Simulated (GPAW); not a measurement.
Runs of GPAW 26.7.0 on Sr. The structure is cubic, space group Fm-3m (No. 225). The conventional cell has a = 6.085 Å, b = 6.085 Å, c = 6.085 Å, α = 90.00°, β = 90.00°, γ = 90.00°. Sr (site symmetry m-3m) has 12 Sr at 4.30 Å as nearest neighbours. 

```csv
cell,target pressure,gap on the mesh (eV),pressure (GPa)
relaxed to 30 GPa,30 GPa,none,29.9
relaxed to 5 GPa,5 GPa,(a),4.9
relaxed to 2 GPa,2 GPa,0.17,2.0
relaxed,-,none,0.1
relaxed to 20 GPa,20 GPa,none,20.1
relaxed to 10 GPa,10 GPa,none,10.1
```

Alike in all rows: task relaxation of cell and atoms; level PBEsol; potentials or basis PAW data sets generated in the run's folder for this functional, pw; no spin polarisation; k mesh 8 × 8 × 8; cutoff (eV) 600; smearing fermi-dirac 0.05 eV.

Task: Estimate the missing entries.

Result: (a) 0.16.

Caveats: later steps reuse the first step's grids.

A k mesh can miss the band edges, and the runs leave out spin-orbit coupling on Sr.

A gap of «none» marks a metal or a gap under the smearing width.
